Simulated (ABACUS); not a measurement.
# Al2Pt (Fm-3m) in ABACUS: further runs

One crystal, Al2Pt, is run at these levels: PBE; tasks: equation of state.

Program: ABACUS 3.10.1. These are calculated values, not measurements. Logs are shortened: lines on timing, memory, paths and dates and some standing lists are left out, and cuts for length are marked.

## Step 1: The structure

The structure is cubic, space group Fm-3m (No. 225). Conventional cell: a = 5.910 Å, b = 5.910 Å, c = 5.910 Å, α = 90.00°, β = 90.00°, γ = 90.00°. Around Pt (site symmetry m-3m) lie 8 Al at 2.56 Å. Around Al (site symmetry -43m) lie 4 Pt at 2.56 Å.

## Step 2: Equation of state, PBE, 16.17 Å³/atom (volume scaled by 0.94)

run_abacus.py

```python
"""ABACUS run from a structure file: ASE reads it, the script writes STRU, KPT and INPUT."""
import re
import subprocess
from ase.io import read
from ase.units import Bohr

atoms = read("Al2Pt.xyz")
atoms = atoms[(-atoms.numbers).argsort(kind="stable")]  # ABACUS lists atoms element by element
pseudo = {'Pt': 'Pt.upf', 'Al': 'Al.upf'}
orbital = {'Pt': 'Pt_confined-atom_7au_4s3p3d1f.orb', 'Al': 'Al_confined-atom_8au_3s3p2d1f.orb'}
magmoms = None
kmesh = [6, 6, 6]
params = {
    'suffix': 'Al2Pt',
    'calculation': 'scf',
    'basis_type': 'lcao',
    'pseudo_dir': './',
    'orbital_dir': './',
    'symmetry': 1,
    'dft_functional': 'pbe',
    'ecutwfc': 100,
    'pseudo_rcut': 7,
    'nspin': 1,
    'nbands': 16,
    'ks_solver': 'genelpa',
    'smearing_method': 'fd',
    'smearing_sigma': 0.00367493,
    'scf_thr': 1e-07,
    'scf_nmax': 100,
    'mixing_type': 'broyden',
    'mixing_beta': 0.7,
    'cal_force': 1,
    'cal_stress': 1,
    'out_mul': 1,
}

symbols = atoms.get_chemical_symbols()
elements = list(dict.fromkeys(symbols))
lines = ["ATOMIC_SPECIES"] + [f"{e} {atoms.get_masses()[symbols.index(e)]:.4f} {pseudo[e]}" for e in elements]
if orbital:
    lines += ["", "NUMERICAL_ORBITAL"] + [orbital[e] for e in elements]
lines += ["", "LATTICE_CONSTANT", f"{1 / Bohr:.10f}", "", "LATTICE_VECTORS"]
lines += [" ".join(f"{x:.10f}" for x in v) for v in atoms.cell]
lines += ["", "ATOMIC_POSITIONS", "Direct"]
for e in elements:
    lines += ["", e, "0.0", str(symbols.count(e))]
    for i, p in enumerate(atoms.get_scaled_positions(wrap=False)):
        if symbols[i] == e:
            mag = "" if magmoms is None else " mag " + " ".join(str(x) for x in (magmoms[i] if isinstance(magmoms[i], list) else [magmoms[i]]))
            lines.append(" ".join(f"{x:.10f}" for x in p) + " 1 1 1" + mag)
open("STRU", "w").write("\n".join(lines) + "\n")
open("KPT", "w").write("K_POINTS\n0\nGamma\n%d %d %d 0 0 0\n" % tuple(kmesh))
open("INPUT", "w").write("INPUT_PARAMETERS\n" + "".join(f"{k:<20s}{v}\n" for k, v in params.items()))

done = subprocess.run(['mpirun', '-np', '4', 'abacus'])
if done.returncode:
    raise SystemExit(done.returncode)
log = open("OUT.Al2Pt/running_scf.log").read()
print("final energy (eV):", re.findall(r"FINAL_ETOT_IS (\S+)", log))
```

Al2Pt.xyz

```xyz
3
Lattice="0.0000000000 2.8946769513 2.8946769513 2.8946769513 0.0000000000 2.8946769513 2.8946769513 2.8946769513 0.0000000000" Properties=species:S:1:pos:R:3 pbc="T T T"
Pt     0.0000000000      0.0000000000      0.0000000000
Al     4.3420154270      4.3420154270      4.3420154270
Al     1.4473384756      1.4473384756      1.4473384756
```

Potentials or basis: PseudoDojo NC SR 0.4.1 PBE standard, TZDP LCAO (the cutoffs set its grid).

Command:

```
> OMP_NUM_THREADS=1 python run_abacus.py > log
```

running log:

```text
ABACUS v3.10.1

               Atomic-orbital Based Ab-initio Computation at UStc

 ------------------------------------------------------------------------------------

 READING GENERAL INFORMATION
                           global_out_dir = OUT.Al2Pt/
                           global_in_card = INPUT
                               pseudo_dir = ./
                              orbital_dir = ./
                                    DSIZE = 4
                                    GSIZE = 1

 READING UNITCELL INFORMATION
                                    ntype = 2
                  lattice constant (Bohr) = 1.88973
              lattice constant (Angstrom) = 1

 READING ATOM TYPE 1
                               atom label = Pt
                      L=0, number of zeta = 4
                      L=1, number of zeta = 3
                      L=2, number of zeta = 3
                      L=3, number of zeta = 1
             number of atom for this type = 1

 READING ATOM TYPE 2
                               atom label = Al
                      L=0, number of zeta = 3
                      L=1, number of zeta = 3
                      L=2, number of zeta = 2
                      L=3, number of zeta = 1
             number of atom for this type = 2

                        TOTAL ATOM NUMBER = 3
DIRECT COORDINATES
    atom                   x                   y                   z     mag                  vx                  vy                  vz
taud_Pt1            0.0000000000        0.0000000000        0.0000000000  0.0000        0.0000000000        0.0000000000        0.0000000000
taud_Al1            0.7500000000        0.7500000000        0.7500000000  0.0000        0.0000000000        0.0000000000        0.0000000000
taud_Al2            0.2500000000        0.2500000000        0.2500000000  0.0000        0.0000000000        0.0000000000        0.0000000000

                          Volume (Bohr^3) = 327.361
                             Volume (A^3) = 48.5098

 Lattice vectors: (Cartesian coordinate: in unit of a_0)
                   +0            +2.89468            +2.89468
             +2.89468                  +0            +2.89468
             +2.89468            +2.89468                  +0
 Reciprocal vectors: (Cartesian coordinate: in unit of 2 pi/a_0)
            -0.172731           +0.172731           +0.172731
            +0.172731           -0.172731           +0.172731
            +0.172731           +0.172731           -0.172731
 The esolver type has been set to : ksdft_lcao

                PAO radial cut off (Bohr) = 7

 Read in pseudopotential file is Pt.upf
                     pseudopotential type = NC
          exchange-correlation functional = PBE
                 nonlocal core correction = 1
                        valence electrons = 18
                                     lmax = 3
                           number of zeta = 4
                     number of projectors = 8
                           L of projector = 0
                           L of projector = 0
                           L of projector = 1
                           L of projector = 1
                           L of projector = 2
                           L of projector = 2
                           L of projector = 3
                           L of projector = 3
                PAO radial cut off (Bohr) = 7

 Read in pseudopotential file is Al.upf
                     pseudopotential type = NC
          exchange-correlation functional = PBE
                 nonlocal core correction = 1
                        valence electrons = 3
                                     lmax = 2
                           number of zeta = 2
                     number of projectors = 6
                           L of projector = 0
                           L of projector = 0
                           L of projector = 1
                           L of projector = 1
                           L of projector = 2
                           L of projector = 2
     initial pseudo atomic orbital number = 18

 SETUP THE ELECTRONS NUMBER
            electron number of element Pt = 18
      total electron number of element Pt = 18
            electron number of element Al = 3
      total electron number of element Al = 6
            AUTOSET number of electrons:  = 24
                           occupied bands = 12
                                   NLOCAL = 93
                                   NBANDS = 16
                                   NBANDS = 16
                                   NLOCAL = 93

[... 72 lines left out ...]
                             BRAVAIS TYPE = 2
                     BRAVAIS LATTICE NAME = 02. Cubic I (body-centered)
                                    ibrav = 2
                       right hand lattice = 1
(for k-lattice: )
                             BRAVAIS TYPE = 2
                     BRAVAIS LATTICE NAME = 02. Cubic I (body-centered)
                                    ibrav = 2
                       right hand lattice = 1
                        ROTATION MATRICES = 48
                               nkstot_ibz = 16
K-POINTS REDUCTION ACCORDING TO SYMMETRY
     IBZ    DIRECT_X    DIRECT_Y    DIRECT_Z  WEIGHT  ibz2bz
       1  0.00000000  0.00000000  0.00000000  0.0046       0
       2  0.16666667  0.16666667  0.16666667  0.0370       1
       3  0.33333333  0.33333333  0.33333333  0.0370       2
       4  0.50000000  0.50000000  0.50000000  0.0185       3
       5  0.16666667  0.16666667  0.00000000  0.0278       7
       6  0.33333333  0.33333333  0.16666667  0.1111       8
[... 8 lines left out ...]
      15  0.50000000  0.33333333 -0.33333333  0.1111      52
      16  0.50000000  0.33333333 -0.16666667  0.0556      58

                               nkstot now = 16
[... K-POINTS DIRECT COORDINATES: 16 rows ...]

           k-point number in this process = 16
       minimum distributed K point number = 16
[... stars of the k points ...]

[... K-POINTS CARTESIAN COORDINATES: 16 rows ...]

[... K-POINTS DIRECT COORDINATES: 16 rows ...]

 SETUP PLANE WAVES FOR WAVE FUNCTIONS
     energy cutoff for wavefunc (unit:Ry) = 100
              fft grid for wave functions = [ 50, 50, 50 ]
                    number of plane waves = 6855
                         number of sticks = 475

 PARALLEL PW FOR WAVE FUNCTIONS
     PROC   COLUMNS(POT)             PW
        1            119           1715
        2            118           1712
        3            119           1714
        4            119           1714
 --------------- sum -------------------
        4            475           6855

 SET NONLOCAL PSEUDOPOTENTIAL PROJECTORS
 SET NONLOCAL PSEUDOPOTENTIAL PROJECTORS
 max number of nonlocal projetors among all species is 8

 -------------------------------------------
 SELF-CONSISTENT
 -------------------------------------------

 SETUP SEARCHING RADIUS FOR PROGRAM TO SEARCH ADJACENT ATOMS
                  longest orb rcut (Bohr) = 8
   longest nonlocal projector rcut (Bohr) = 1.94
                     search radius (Bohr) = 19.9
              searching radius is (Bohr)) = 19.9
         searching radius unit is (Bohr)) = 1.89
                         PeriodicBoundary = 1
                        Radius(unit:lat0) = 10.5
                                   glayer = [ 5, 5, 5 ]
                             glayer_minus = [ 4, 4, 4 ]

Find the coordinate range of the input atom(unit:lat0).
                                  min_tau = [ -23.2, -23.2, -23.2 ]
                                  max_tau = [ 27.5, 27.5, 27.5 ]
                                BoxNumber = [ 9, 9, 9 ]

 SETUP EXTENDED REAL SPACE GRID FOR GRID INTEGRATION
                          real space grid = [ 50, 50, 50 ]
                 big cell numbers in grid = [ 10, 10, 10 ]
             meshcell numbers in big cell = [ 5, 5, 5 ]
                        extended fft grid = [ 13, 13, 13 ]
                dimension of extened grid = [ 37, 37, 37 ]
                            UnitCellTotal = 125
              Atom number in sub-FFT-grid = 3
    Local orbitals number in sub-FFT-grid = 93
                                ParaV.nnr = 159039
                                 init_chg = atomic

 LCAO ALGORITHM --------------- ION=   1  ELEC=   1--------------------------------

 Density error is 0.0880063472054
----------------------------------------------------------
     Energy           Rydberg                 eV
----------------------------------------------------------
 E_KohnSham     -270.5638036009      -3681.2094015254
 E_Harris       -275.9350688889      -3754.2892149114
 E_Fermi        0.9315243887         12.6740395120
----------------------------------------------------------
[... 80 lines left out ...]
 Density error is 9.87188680189e-08
----------------------------------------------------------
     Energy           Rydberg                 eV
----------------------------------------------------------
 E_KohnSham     -270.6335358605      -3682.1581575906
 E_KS(sigma->0) -270.6333250560      -3682.1552894484
 E_Harris       -270.6335467416      -3682.1583056347
 E_band         -21.5135791523       -292.7072608452
 E_one_elec     -132.3721727033      -1801.0158054049
 E_Hartree      74.7839368371        1017.4876598565
 E_xc           -52.0934176616       -708.7673084922
 E_Ewald        -160.9514607237      -2189.8569672657
 E_entropy(-TS) -0.0004216090        -0.0057362845
 E_descf        0.0000000000         0.0000000000
 E_exx          0.0000000000         0.0000000000
 E_Fermi        0.9158455918         12.4607185373
----------------------------------------------------------

 charge density convergence is achieved
 final etot is -3682.1581576 eV
 EFERMI = 12.460718537 eV

 STATE ENERGY(eV) AND OCCUPATIONS    NSPIN == 1
 1/16 kpoint (Cartesian) = 0.0000 0.0000 0.0000 (1390 pws)
       1       -86.7646     0.00925926
       2       -40.9383     0.00925926
       3       -40.9383     0.00925926
       4       -40.9383     0.00925926
       5        1.74288     0.00925926
       6        7.01385     0.00925926
[... 8 lines left out ...]
      15        18.1738    2.20362e-52
      16        18.1738    2.20362e-52
[... 76 lines left out ...]
       3       -40.9390       0.222222
       4       -40.9389       0.222222
       5        3.16156       0.222222
       6        6.41424       0.222222
[... 8 lines left out ...]
      15        17.5642    1.04373e-45
      16        19.1389    2.19371e-59

[... levels at 10 further k points ...]

 correction force for each atom along direction 1 is -1.49418e-15
 correction force for each atom along direction 2 is -2.28590e-14
 correction force for each atom along direction 3 is 1.88322e-14
------------------------------------------------------------------------------------------
 TOTAL-FORCE (eV/Angstrom)
------------------------------------------------------------------------------------------
                       Pt1         0.0000000000         0.0000000000         0.0000000000
                       Al1         0.0000000000         0.0000000000         0.0000000000
                       Al2         0.0000000000         0.0000000000         0.0000000000
------------------------------------------------------------------------------------------

----------------------------------------------------------------
 TOTAL-STRESS (KBAR)
----------------------------------------------------------------
       127.2860859000         0.0000000000         0.0000000000
         0.0000000000       127.2860859000        -0.0000000000
        -0.0000000000         0.0000000000       127.2860859000
----------------------------------------------------------------
 TOTAL-PRESSURE: 127.286086 KBAR

 --------------------------------------------
 !FINAL_ETOT_IS -3682.1581575906466242 eV
 --------------------------------------------
```

It took 16 s on 4 MPI ranks of Intel Xeon 6975P-C (Granite Rapids), shared host; peak memory 0.68 GiB.

Results:

| Item | Value |
| --- | --- |
| Free energy | -3682.1582 eV |
| Pressure | 12.7 GPa |
| Band gap on the k mesh | none (metal or under the smearing width) |
| Mulliken charges | Pt +0.33; Al -0.16 e |

Caveat: the atomic orbitals were generated for these runs and aren't a published set; Mulliken charges move with the basis; the basis of atomic orbitals isn't converged, which shifts pressures, moduli and gaps.

## Step 3: Equation of state, PBE, 16.86 Å³/atom (volume scaled by 0.98)

run_abacus.py is that of step 2.

Al2Pt.xyz

```xyz
3
Lattice="0.0000000000 2.9351671877 2.9351671877 2.9351671877 0.0000000000 2.9351671877 2.9351671877 2.9351671877 0.0000000000" Properties=species:S:1:pos:R:3 pbc="T T T"
Pt     0.0000000000      0.0000000000      0.0000000000
Al     4.4027507816      4.4027507816      4.4027507816
Al     1.4675835938      1.4675835938      1.4675835938
```

Potentials or basis: PseudoDojo NC SR 0.4.1 PBE standard, TZDP LCAO (the cutoffs set its grid).

Command:

```
> OMP_NUM_THREADS=1 python run_abacus.py > log
```

Run time: 15 s. Hardware: 4 MPI ranks of Intel Xeon 6975P-C (Granite Rapids), shared host; peak memory 0.68 GiB.

The run converged. Its results:

```
Free energy            : -3682.2749 eV
Pressure               : 5.6 GPa
Band gap on the k mesh : none (metal or under the smearing width)
Mulliken charges       : Pt +0.34; Al -0.17 e
```

Caveat: the atomic orbitals were generated for these runs and aren't a published set; Mulliken charges move with the basis; the basis of atomic orbitals isn't converged, which shifts pressures, moduli and gaps.

## Step 4: Equation of state, PBE, 17.55 Å³/atom (volume scaled by 1.02)

run_abacus.py is that of step 3.

Al2Pt.xyz

```xyz
3
Lattice="0.0000000000 2.9745701068 2.9745701068 2.9745701068 0.0000000000 2.9745701068 2.9745701068 2.9745701068 0.0000000000" Properties=species:S:1:pos:R:3 pbc="T T T"
Pt     0.0000000000      0.0000000000      0.0000000000
Al     4.4618551602      4.4618551602      4.4618551602
Al     1.4872850534      1.4872850534      1.4872850534
```

Command:

```
> OMP_NUM_THREADS=1 python run_abacus.py > log
```

It took 21 s on 4 MPI ranks of Intel Xeon 6975P-C (Granite Rapids), shared host; peak memory 0.72 GiB.

It converged, with:

```yaml
Free_energy: -3682.3092 eV
Pressure: -0.1 GPa
Band_gap_on_the_k_mesh: none (metal or under the smearing width)
Mulliken_charges: Pt +0.35; Al -0.18 e
```

Caveat: the atomic orbitals were generated for these runs and aren't a published set; Mulliken charges move with the basis; the basis of atomic orbitals isn't converged, which shifts pressures, moduli and gaps.

## Step 5: Equation of state, PBE, 18.23 Å³/atom (volume scaled by 1.06)

run_abacus.py is that of step 4.

Al2Pt.xyz

```xyz
3
Lattice="0.0000000000 3.0129558903 3.0129558903 3.0129558903 0.0000000000 3.0129558903 3.0129558903 3.0129558903 0.0000000000" Properties=species:S:1:pos:R:3 pbc="T T T"
Pt     0.0000000000      0.0000000000      0.0000000000
Al     4.5194338354      4.5194338354      4.5194338354
Al     1.5064779452      1.5064779452      1.5064779452
```

Command:

```
> OMP_NUM_THREADS=1 python run_abacus.py > log
```

Wall time 21 s (4 MPI ranks of Intel Xeon 6975P-C (Granite Rapids), shared host); peak memory 0.68 GiB.

It converged, with:

* Free energy: -3682.2770 eV
* Pressure: -4.7 GPa
* Band gap on the k mesh: none (metal or under the smearing width)
* Mulliken charges: Pt +0.36; Al -0.18 e

Caveat: the atomic orbitals were generated for these runs and aren't a published set; Mulliken charges move with the basis; the basis of atomic orbitals isn't converged, which shifts pressures, moduli and gaps.

## Step 6: Equation of state, PBE

Potentials or basis: PseudoDojo NC SR 0.4.1 PBE standard, TZDP LCAO (the cutoffs set its grid).

No new run: the results of the series are fitted here.

Results:

```
Equilibrium volume                      : 17.53 Å³/atom
Bulk modulus                            : 132 GPa
Pressure derivative of the bulk modulus : 4.4 (rough: it moves with the points fitted)
```

Energy against volume, from the lowest point:
```tsv
volume (Å³/atom)	energy (meV/atom)
16.170	50.36
16.858	11.45
17.546	0.00
18.234	10.74
```

Caveat: the atomic orbitals were generated for these runs and aren't a published set; the basis of atomic orbitals isn't converged, which shifts pressures, moduli and gaps. PBE usually gives volumes a little too large and moduli too small.
